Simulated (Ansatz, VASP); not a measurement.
CdF2 in VASP and in Ansatz

```
Cd F
1.0
     0.00000    2.74042    2.74042
     2.74042    0.00000    2.74042
     2.74042    2.74042    0.00000
Cd F
1 2
Direct
  0.00000 0.00000 0.00000
  0.25000 0.25000 0.25000
  0.75000 0.75000 0.75000
```

Alike in both runs: task single point; functional PBE; k mesh 6 × 6 × 6; no spin polarisation.

|  | VASP | Ansatz |
| --- | --- | --- |
| version | VASP 6.6.1 | Ansatz 0.2.0 |
| potentials or method | VASP PAW PBE potentials, release 64 (Cd, F) | plane waves, PAW |
| plane-wave cutoff (eV) | 520 | 420 |
| occupations | gaussian, width 0.01 eV | fixed |
| valence electrons in the cell | 26 | 34 |

Ansatz gave:

| Item | Value |
| --- | --- |
| gap on the k mesh at the Fermi level (eV) | 2.93 |
| pressure (GPa) | 0.0 |

What did VASP give for the same quantities?

gap on the k mesh at the Fermi level (eV): 2.90; pressure (GPa): 0.6.

The two sets of potentials don't hold the same shells in valence.

A k mesh can miss the band edges.
